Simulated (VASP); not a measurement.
# MgGaAu: formation energy of B on the Au site

Aim: the formation energy and local structure of B on the Au site in MgGaAu. The start is a cell from a database of measured crystal structures.

Method: PBEsol; plane waves and PAW (Au, Ga, Mg), in the first sound run; inputs show where later runs differ, in VASP 6.6.1.

### 1. The host crystal

The structure is hexagonal, space group P-62m (No. 189). Conventional cell: a = 7.368 Å, b = 7.368 Å, c = 3.374 Å, α = 90.00°, β = 90.00°, γ = 120.00°. Au has 3 Ga at 2.67 Å and 6 Mg at 2.84 Å nearest. Nearest to Au lie 6 Ga at 2.67 Å and 3 Mg at 2.84 Å. Nearest to Ga lie 4 Au at 2.67 Å and 6 Mg at 2.98 to 3.05 Å. Nearest to Mg lie 5 Au at 2.84 Å and 6 Ga at 2.98 to 3.05 Å. Farther neighbours are not listed.

Coordinates:

```cif
data_structure
_symmetry_space_group_name_H-M 'P 1'
_symmetry_Int_Tables_number 1
_cell_length_a 7.3682
_cell_length_b 7.3682
_cell_length_c 3.3738
_cell_angle_alpha 90.000
_cell_angle_beta 90.000
_cell_angle_gamma 120.000
_cell_volume 158.63
loop_
_atom_site_label
_atom_site_type_symbol
_atom_site_fract_x
_atom_site_fract_y
_atom_site_fract_z
_atom_site_occupancy
Au1 Au 0.66667 0.33333 0.50000 1
Au2 Au 0.33333 0.66667 0.50000 1
Au3 Au 0.00000 0.00000 0.00000 1
Ga4 Ga 0.00000 0.28160 0.50000 1
Ga5 Ga 0.71840 0.71840 0.50000 1
Ga6 Ga 0.28160 0.00000 0.50000 1
Mg7 Mg 0.00000 0.61520 0.00000 1
Mg8 Mg 0.38480 0.38480 0.00000 1
Mg9 Mg 0.61520 0.00000 0.00000 1
```

### 2. The host at zero pressure

The later steps need the crystal at this functional's own lattice; a raised cutoff keeps the stress reliable while the cell changes.

The input, INCAR:

```
SYSTEM = MgGaAu
PREC = Normal
ENCUT = 350
EDIFF = 1E-05
NELM = 120
ISMEAR = 1
SIGMA = 0.15
LREAL = Auto
ALGO = Fast
GGA = PS
NBANDS = 33
LORBIT = 11
LWAVE = .FALSE.
LCHARG = .FALSE.
KPAR = 4
IBRION = 2
NSW = 40
ISIF = 3
EDIFFG = -0.03
POTIM = 0.4
```

The input, POSCAR:

```
MgGaAu
1.0
    7.3682000000      0.0000000000      0.0000000000
   -3.6841000000      6.3810483802      0.0000000000
    0.0000000000      0.0000000000      3.3738000000
Au Ga Mg
3 3 3
Direct
    0.6666666667      0.3333333333      0.5000000000
    0.3333333333      0.6666666667      0.5000000000
    0.0000000000      0.0000000000      0.0000000000
    0.0000000000      0.2816000000      0.5000000000
    0.7184000000      0.7184000000      0.5000000000
    0.2816000000      0.0000000000      0.5000000000
    0.0000000000      0.6152000000      0.0000000000
    0.3848000000      0.3848000000      0.0000000000
    0.6152000000      0.0000000000      0.0000000000
```

The input, KPOINTS:

```
Automatic mesh
0
Gamma
3 3 5
0 0 0
```

Potentials, in the order of the species: Au, Ga and Mg (PBE family, release 64).

Started as:

```
$ mpirun -np 4 vasp_std
```

The log of the run:

```text
[banner, memory and clock lines left out]
running    4 mpi-ranks, on    1 nodes
 distrk:  each k-point on    1 cores,    4 groups
 distr:  one band on    1 cores,    1 groups

 POSCAR found type information on POSCAR AuGaMg
 POSCAR found :  3 types and       9 ions
|                                                                             |
|               ----> ADVICE to this user running VASP <----                  |
|                                                                             |
|     You enforced a specific xc type in the INCAR file but a different       |
|     [... a line on the potential file left out ...]
|     I HOPE YOU KNOW WHAT YOU ARE DOING!                                     |
|                                                                             |

 LDA part: xc-table for (Slater+PW92), standard interpolation
 POSCAR, INCAR and KPOINTS ok, starting setup
 FFT: planning ... GRIDC
 FFT: planning ... GRID_SOFT
 FFT: planning ... GRID
 WAVECAR not read
 entering main loop
       N       E                     dE             d eps       ncg     rms          rms(c)
DAV:   1     0.165497118264E+03    0.16550E+03   -0.15915E+04   602   0.905E+02
DAV:   2    -0.266025255370E+02   -0.19210E+03   -0.18030E+03   676   0.191E+02
DAV:   3    -0.338152101447E+02   -0.72127E+01   -0.70899E+01   739   0.354E+01
DAV:   4    -0.338834326462E+02   -0.68223E-01   -0.68133E-01   668   0.380E+00
DAV:   5    -0.338842638876E+02   -0.83124E-03   -0.83078E-03   731   0.442E-01    0.131E+01
RMM:   6    -0.313030092016E+02    0.25813E+01   -0.12943E+01   594   0.167E+01    0.684E+00
RMM:   7    -0.311580596671E+02    0.14495E+00   -0.60593E-01   594   0.329E+00    0.367E+00
RMM:   8    -0.310734405264E+02    0.84619E-01   -0.11925E-01   594   0.141E+00    0.409E-01
RMM:   9    -0.310710303933E+02    0.24101E-02   -0.23733E-02   595   0.708E-01    0.295E-01
RMM:  10    -0.310712658395E+02   -0.23545E-03   -0.39593E-03   615   0.261E-01    0.162E-01
RMM:  11    -0.310712938454E+02   -0.28006E-04   -0.13947E-03   594   0.148E-01    0.457E-02
RMM:  12    -0.310712586653E+02    0.35180E-04   -0.29064E-04   595   0.802E-02    0.170E-02
RMM:  13    -0.310712619850E+02   -0.33197E-05   -0.58463E-05   468   0.327E-02
   1 F= -.31071262E+02 E0= -.31071469E+02  d E =-.310713E+02
 curvature:   0.00 expect dE= 0.000E+00 dE for cont linesearch  0.000E+00
 trial: gam= 0.00000 g(F)=  0.105E-02 g(S)=  0.239E-01 ort = 0.000E+00 (trialstep = 0.100E+01)
 search vector abs. value=  0.250E-01
 bond charge predicted
       N       E                     dE             d eps       ncg     rms          rms(c)
DAV:   1    -0.311678291829E+02   -0.96571E-01   -0.17401E+00   662   0.804E+00    0.166E+00
RMM:   2    -0.310958578518E+02    0.71971E-01   -0.25091E-01   594   0.249E+00    0.598E-01
RMM:   3    -0.310924227024E+02    0.34351E-02   -0.14187E-02   594   0.492E-01    0.350E-01
RMM:   4    -0.310910912947E+02    0.13314E-02   -0.53128E-03   594   0.294E-01    0.917E-02
RMM:   5    -0.310911210102E+02   -0.29716E-04   -0.54034E-04   596   0.106E-01    0.473E-02
RMM:   6    -0.310911276350E+02   -0.66247E-05   -0.88242E-05   551   0.435E-02
   2 F= -.31091128E+02 E0= -.31092328E+02  d E =-.198656E-01
[... from here on, the cycles between the ionic steps are left out ...]
   3 F= -.31104403E+02 E0= -.31105680E+02  d E =-.331412E-01
   4 F= -.31118941E+02 E0= -.31119663E+02  d E =-.145375E-01
   5 F= -.31164482E+02 E0= -.31162955E+02  d E =-.600787E-01
   6 F= -.31203549E+02 E0= -.31197365E+02  d E =-.991457E-01
   7 F= -.31204920E+02 E0= -.31198666E+02  d E =-.100517E+00
   8 F= -.31211237E+02 E0= -.31204997E+02  d E =-.631649E-02
   9 F= -.31218744E+02 E0= -.31212548E+02  d E =-.138238E-01
  10 F= -.31217789E+02 E0= -.31211743E+02  d E =-.128684E-01
  11 F= -.31220872E+02 E0= -.31214726E+02  d E =-.159518E-01
  12 F= -.31225864E+02 E0= -.31219803E+02  d E =-.499229E-02
  13 F= -.31226843E+02 E0= -.31221029E+02  d E =-.597120E-02
  14 F= -.31228046E+02 E0= -.31222115E+02  d E =-.717423E-02
  15 F= -.31229501E+02 E0= -.31223553E+02  d E =-.145521E-02
 ZBRENT: can't locate minimum, use default step
 trial-energy change:   -0.001455  1 .order   -0.001453   -0.001627   -0.001278
 step:   2.9977(harm=  3.4958)  dis= 0.01874  next Energy=   -31.231841 (dE=-0.379E-02)
 bond charge predicted
       N       E                     dE             d eps       ncg     rms          rms(c)
DAV:   1    -0.312317543316E+02   -0.22502E-02   -0.31997E-02   602   0.915E-01    0.891E-02
RMM:   2    -0.312317347781E+02    0.19553E-04   -0.10776E-03   594   0.141E-01    0.426E-02
RMM:   3    -0.312317118870E+02    0.22891E-04   -0.12667E-04   551   0.538E-02    0.154E-02
RMM:   4    -0.312317094471E+02    0.24399E-05   -0.28111E-05   416   0.260E-02
  16 F= -.31231709E+02 E0= -.31225710E+02  d E =-.366321E-02
 curvature:  -2.39 expect dE=-0.423E-03 dE for cont linesearch -0.541E-04
 trial: gam=-0.10044 g(F)=  0.193E-04 g(S)=  0.158E-03 ort = 0.264E-03 (trialstep = 0.120E+01)
 search vector abs. value=  0.155E-03
 reached required accuracy - stopping structural energy minimisation
```

The job ended after 31 s (4 MPI ranks of Intel Xeon 6975P-C (Granite Rapids), shared host; peak memory 0.64 GiB).

The logs omit lines about the potential files and the build; timing stands in the text.

Parts of OUTCAR (step 2):

```text
ion  position               nearest neighbor table
   1  0.667  0.333  0.500-   4 2.67   6 2.67   5 2.67   9 2.84   9 2.84   7 2.84   7 2.84   8 2.84
                             8 2.84
   2  0.333  0.667  0.500-   6 2.67   4 2.67   5 2.67   7 2.84   7 2.84   9 2.84   9 2.84   8 2.84
                             8 2.84
   3  0.000  0.000  0.000-   6 2.67   6 2.67   4 2.67   4 2.67   5 2.67   5 2.67   9 2.84   7 2.84
                             8 2.84
   4  0.000  0.282  0.500-   1 2.67   2 2.67   3 2.67   3 2.67   7 2.98   7 2.98   8 3.05   8 3.05
                             9 3.05   9 3.05
   5  0.718  0.718  0.500-   2 2.67   1 2.67   3 2.67   3 2.67   8 2.98   8 2.98   7 3.05   7 3.05
                             9 3.05   9 3.05
   6  0.282  0.000  0.500-   2 2.67   1 2.67   3 2.67   3 2.67   9 2.98   9 2.98   7 3.05   7 3.05
                             8 3.05   8 3.05
   7  0.000  0.615  0.000-   3 2.84   2 2.84   2 2.84   1 2.84   1 2.84   4 2.98   4 2.98   5 3.05
                             5 3.05   6 3.05   6 3.05
   8  0.385  0.385  0.000-   3 2.84   1 2.84   1 2.84   2 2.84   2 2.84   5 2.98   5 2.98   4 3.05
                             4 3.05   6 3.05   6 3.05
   9  0.615  0.000  0.000-   3 2.84   1 2.84   1 2.84   2 2.84   2 2.84   6 2.98   6 2.98   4 3.05
                             4 3.05   5 3.05   5 3.05

  LATTYP: Found a hexagonal cell.
 ALAT       =     7.3682000000
 C/A-ratio  =     0.4578865937

 Subroutine GETGRP returns: Found 12 space group operations
 (whereof 12 operations were pure point group operations)

The static configuration has the point symmetry D_3h.

 Found      9 irreducible k-points:

   k-points           NKPTS =      9   k-points in BZ     NKDIM =      9   number of bands    NBANDS=     33

   dimension x,y,z NGX =    36 NGY =   36 NGZ =   16
   dimension x,y,z NGXF=    72 NGYF=   72 NGZF=   32

   ENCUT  =  350.0 eV  25.72 Ry    5.07 a.u.  11.24 11.24  5.15*2*pi/ulx,y,z

   NELECT =      48.0000    total number of electrons

 k-points in reciprocal lattice and weights: Automatic mesh
   0.00000000  0.00000000  0.00000000       0.022
   0.33333333 -0.00000000  0.00000000       0.133
   0.33333333  0.33333333  0.00000000       0.044
   0.00000000  0.00000000  0.20000000       0.044
   0.33333333 -0.00000000  0.20000000       0.267
   0.33333333  0.33333333  0.20000000       0.089
   0.00000000  0.00000000  0.40000000       0.044
   0.33333333 -0.00000000  0.40000000       0.267
   0.33333333  0.33333333  0.40000000       0.089

 average (electrostatic) potential at core
       1 -68.5481       2 -68.5481       3 -68.6659       4 -11.4460       5 -11.4460
       6 -11.4460       7 -35.7600       8 -35.7600       9 -35.7600

 E-fermi :   5.7552

 k-point     1 :       0.0000    0.0000    0.0000
  band No.  band energies     occupation
    ...
     18       1.3609      2.00000
     19       1.3661      2.00000
     20       1.3661      2.00000
     21       1.5940      2.00000
     22       1.5940      2.00000
     23       6.6788     -0.00000
     24       6.8114     -0.00000
     25       6.8114     -0.00000
     26       9.1232      0.00000
     27       9.1232      0.00000
    ...

 k-point     2 :       0.3333   -0.0000    0.0000
  band No.  band energies     occupation
    ...
     20       1.4986      2.00000
     21       2.9566      2.00000
     22       3.2511      2.00000
     23       4.0109      2.00000
     24       5.1126      2.00000
     25       7.6691     -0.00000
     26       7.9075     -0.00000
     27       9.1513      0.00000
     28       9.5275      0.00000
     29      10.0117      0.00000
    ...

 k-point     3 :       0.3333    0.3333    0.0000
  band No.  band energies     occupation
    ...
     20       1.7999      2.00000
     21       1.9040      2.00000
     22       4.4127      2.00000
     23       4.4127      2.00000
     24       4.6035      2.00000
     25       6.8792     -0.00000
     26       6.8792     -0.00000
     27       7.0230     -0.00000
     28      11.2121      0.00000
     29      11.9035      0.00000
    ...

  Total        0.1355874      0.1355874      0.0027123      0.0000000      0.0000000      0.0000000
  in kB        1.4093755      1.4093755      0.0281928      0.0000000      0.0000000      0.0000000
  external PRESSURE =       0.9489813 kB  Pullay stress =       0.0000000 kB

  energy-cutoff  :      350.00
  volume of cell :      154.14
      direct lattice vectors                 reciprocal lattice vectors
     7.517660460  0.000000000  0.000000000     0.133020107  0.076799195  0.000000000
    -3.758830230  6.510484935  0.000000000     0.000000000  0.153598389  0.000000000
     0.000000000 -0.000000000  3.149249669     0.000000000 -0.000000000  0.317535955

 POSITION                                       TOTAL-FORCE (eV/Angst)
 -----------------------------------------------------------------------------------
      3.75883      2.17016      1.57462         0.000000      0.000000     -0.000000
     -0.00000      4.34032      1.57462         0.000000     -0.000000     -0.000000
      0.00000     -0.00000      3.14925         0.000000      0.000000     -0.000000
      6.42094      1.89958      1.57462         0.002633     -0.004560     -0.000000
      2.66211      4.61090      1.57462         0.002633      0.004560      0.000000
      2.19345     -0.00000      1.57462        -0.005265      0.000000     -0.000000
      5.16491      4.07508      0.00000        -0.005890      0.010201      0.000000
      1.40608      2.43541      0.00000        -0.005890     -0.010201     -0.000000
      4.70550      0.00000      0.00000         0.011780     -0.000000     -0.000000
 -----------------------------------------------------------------------------------
    total drift:                                0.000008      0.000013      0.000000

  FREE ENERGIE OF THE ION-ELECTRON SYSTEM (eV)
  ---------------------------------------------------
  free  energy   TOTEN  =       -31.2317094471 eV

  energy  without entropy=      -31.2137104849  energy(sigma->0) =      -31.22570979

 reached required accuracy - stopping structural energy minimisation

 total charge
# of ion       s       p       d       tot
------------------------------------------
    1        0.686   0.455   8.634   9.775
    2        0.686   0.455   8.634   9.775
    3        0.678   0.474   8.650   9.802
    4        1.141   1.094   0.109   2.343
    5        1.141   1.094   0.109   2.343
    6        1.141   1.094   0.109   2.343
    7        0.169   0.150   0.031   0.350
    8        0.169   0.150   0.031   0.350
    9        0.169   0.150   0.031   0.350
--------------------------------------------------
tot          5.979   5.115  26.337  37.432

[... 3 further parts left out ...]
```

The k-mesh is coarse for a metal. The PAW data sets were made with PBE, which is usual practice but a small mismatch for other functionals. The data set Ga keeps the semicore shell frozen, which is cheaper and a little less accurate. The run keeps the 12 symmetry operations of its start, so it cannot find a distortion of lower symmetry.

The steps of the relaxation:

```
step  energy less that of the first step (eV)  largest force (eV/Å)  pressure (GPa)  volume (Å³)
   1                                   0.0000                0.0854           -0.84       158.63
   2                                  -0.0199                0.0988            0.03       156.92
   3                                  -0.0331                0.1824            1.29       154.45
   4                                  -0.0477                0.2017            1.14       154.45
   5                                  -0.0932                0.2455            0.67       154.40
   6                                  -0.1323                0.2347            0.14       154.17
   7                                  -0.1337                0.2367            0.21       154.22
   8                                  -0.1400                0.1745           -0.02       154.54
   9                                  -0.1475                0.1229           -0.46       155.13
  10                                  -0.1465                0.1332           -1.27       156.31
  11                                  -0.1496                0.1269           -0.80       155.62
  12                                  -0.1546                0.1178           -0.36       154.93
  13                                  -0.1556                0.1044            0.53       153.51
  14                                  -0.1568                0.1094            0.12       154.11
  15                                  -0.1582                0.0854            0.12       154.12
  16                                  -0.1604                0.0118            0.09       154.14
```

```csv
"conventional cell, symmetrised",before,after,change
a (Å),7.368,7.518,+2.0 %
b (Å),7.368,7.518,+2.0 %
c (Å),3.374,3.149,-6.7 %
volume (Å³/atom),17.63,17.13,-2.8 %
```

The atoms that moved most (Å, as changes of fractional coordinates times the final cell):

```csv
atom,dx,dy,dz,length
Mg7,-0.040,0.070,0.000,0.081
Mg8,-0.040,-0.070,0.000,0.081
Mg9,0.081,0.000,0.000,0.081
Ga4,-0.038,0.066,0.000,0.076
Ga5,-0.038,-0.066,0.000,0.076
Ga6,0.076,0.000,0.000,0.076
```

Final coordinates:

```xyz
9
Lattice="7.5177 0.0000 0.0000 -3.7588 6.5105 0.0000 0.0000 0.0000 3.1492" Properties=species:S:1:pos:R:3 pbc="T T T"
Au    3.7588    2.1702    1.5746
Au    0.0000    4.3403    1.5746
Au    0.0000    0.0000    0.0000
Ga   -1.0967    1.8996    1.5746
Ga    2.6621    4.6109    1.5746
Ga    2.1934    0.0000    1.5746
Mg   -2.3527    4.0751    0.0000
Mg    1.4061    2.4354    0.0000
Mg    4.7055    0.0000    0.0000
```

This step gave:

```yaml
electronic_cycles: 93
electrons: 48
free_energy_toten: -31.23 eV
energy_at_zero_smearing: -31.23 eV
fermi_energy: 5.755 eV
labelled_metallic_from_the_levels_on_this_mesh: yes
```

The run ended after 16 ionic steps, 0.160 eV below its first step, once forces and stress met EDIFFG = -0.03.

An edge changed by 7 % against the database cell. In a metal the coarse mesh may share the blame.

(Continued in part 2 of 4.)

[Lines on the potential files, build, host, timing and source positions are cut from VASP's logs without a mark.]

[Logs are printed without paths, hosts, clocks, repeated set-up lines and the standing remarks that a program may print on its own settings, such as how far it seeks lower states.]

[Hosts, paths, dates, database ids (printed as entryN), source tags and the programs' standing remarks are cut or masked in the printed files.]

[In band tables of VASP the shares of atoms and orbitals are scaled to a sum of 1 inside the atoms' spheres.]

[Runs that stopped without an error message from VASP are left out.]
